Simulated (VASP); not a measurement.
Write the native input for VASP 6.6.1 that does the following.

```
Task                   : relaxation of the atoms
Functional             : r2SCAN
Potentials or basis    : VASP PAW PBE potentials, release 64 (As)
Cutoff                 : 520 eV
k mesh                 : 10 × 10 × 10
Occupations            : gaussian, width 0.05 eV
Spin                   : no spin polarisation
Further INCAR settings : ALGO = Normal; EDIFF = 1e-07; IBRION = 2; EDIFFG = -0.005; NSW = 40
```

The structure of As lies in POSCAR:

```
As
1.0
    2.6917340000      0.0559150000      0.0150720000
    0.0559150000      2.7371990000      0.0004130000
    0.0150720000      0.0004130000      2.6836520000
As
1
Direct
    0.5224580000      0.5104900000      0.5209080000
```

This isn't the form of As at room conditions, which is rhombohedral.

The cell isn't the ideal one: cell strained at random at fixed volume.

These files were run (other wordings do the same):

INCAR

```
ALGO = Normal
EDIFF = 1E-7
EDIFFG = -0.005
ENCUT = 520
IBRION = 2
ISIF = 2
ISMEAR = 0
LASPH = True
LCHARG = False
LMIXTAU = True
LREAL = False
LWAVE = False
METAGGA = R2SCAN
NELM = 80
NSW = 40
PREC = Accurate
SIGMA = 0.05
```

KPOINTS

```
k-points
0
Gamma
  10 10 10
```

Potentials or basis: VASP PAW PBE potentials, release 64 (As).

The run is started by

```sh
$ cat potpaw_PBE.64/As/POTCAR > POTCAR
$ mpirun -np 1 vasp_std > vasp.out
```

Results of the run:

The pressure after relaxing is -0.1 GPa. The band gap on the k mesh is none (metal or under the smearing width).

Caveat: the relaxation stopped at its first step, so nothing moved; the PAW data sets were made with another functional, which shifts forces and pressure a little.

Run time: 110 s on 1 thread of Intel(R) Xeon(R) Platinum 8488C (Sapphire Rapids), with other jobs on the host, peak memory 0.18 GiB.
